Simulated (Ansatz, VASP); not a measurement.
## K: VASP beside Ansatz

INCAR

```
SYSTEM = K
PREC = Accurate ; ENCUT = 520
EDIFF = 1E-6 ; ISMEAR = 0
SIGMA = 0.15 ; LREAL = .FALSE.
LASPH = .TRUE. ; NELM = 60
ALGO = Fast ; ISIF = 2
LWAVE = .FALSE. ; LCHARG = .FALSE.
GGA = PE ; NBANDS = 10
```

KPOINTS

```
Automatic mesh
0
G
  12 12 12
  0 0 0
```

POSCAR

```
K
1.0
    4.1811263053      0.0000000000      0.0000000000
    0.0000000000      4.3104394900      0.0000000000
    0.0000000000      0.0000000000      4.3104394900
K
1
Direct
    0.0000000000      0.0000000000      0.0000000000
```

Input for Ansatz:

```yaml
crystal:
  lattice:
    - [4.1811263053, 0.0, 0.0]
    - [0.0, 4.31043949, 0.0]
    - [0.0, 0.0, 4.31043949]
  atoms:
    - { symbol: K, position: [0.0, 0.0, 0.0] }
basis:
  ecutwfc: 420
kpoints:
  mp_grid: { grid: [12, 12, 12] }
hamiltonian:
  xc: pbe
scf:
  occupations: { method: gaussian, width: 0.15 }
output:
  forces: true
  stress: true
  eigenvalues: true
```

Change from the starting cell: strain -0.0300 x Voigt [1, 0, 0, 0, 0, 0], atoms carried along.

Alike in both runs: task single point; functional PBE; k mesh 12 × 12 × 12; occupations gaussian, width 0.15 eV; no spin polarisation.

|  | VASP | Ansatz |
| --- | --- | --- |
| version | VASP 6.6.1 | Ansatz 0.2.0 |
| potentials or method | VASP PAW PBE potentials, release 64 (K_sv) | scalar-relativistic, plane waves, PAW |
| plane-wave cutoff (eV) | 520 | 420 |
| valence electrons in the cell | 9 | 9 |

```csv
,VASP,Ansatz,Ansatz less VASP
gap on the k mesh at the Fermi level (eV),none,none,-
pressure (GPa),0.1,0.1,+0.01
largest component of the traceless stress (GPa),0.20,0.20,0.000
```

A gap of «none» marks a metal or a gap that the smearing closes. The functional is the same, so the differences come from potentials, cutoffs and numerics.
